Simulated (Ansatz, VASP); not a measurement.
**One calculation of Re, two programs**

```
Re
1.0
     0.00000    1.94033    1.94033
     1.94033    0.00000    1.94033
     1.94033    1.94033    0.00000
Re
1
Direct
  0.00000 0.00000 0.00000
```

Alike in both runs: task single point; functional r2SCAN; k mesh 18 × 18 × 18; occupations gaussian, width 0.1 eV; no spin polarisation.

```csv
,VASP,Ansatz
version,VASP 6.6.1,Ansatz 0.2.0
potentials or method,"VASP PAW PBE potentials, release 64 (Re)","scalar-relativistic, plane waves, PAW"
plane-wave cutoff (eV),520,500
valence electrons in the cell,7,15
```

```csv
,VASP,Ansatz,Ansatz less VASP
gap on the k mesh at the Fermi level (eV),none,none,-
pressure (GPa),3.9,3.8,-0.12
```

A gap of «none» marks a metal or a gap that the smearing closes. The functional is the same, so the differences come from potentials, cutoffs and numerics. The two sets of potentials don't hold the same shells in valence.

Caveats: the PAW data sets were made with another functional, which shifts forces and pressure a little (VASP). Spin-orbit coupling is left out, which matters for the levels of Re.
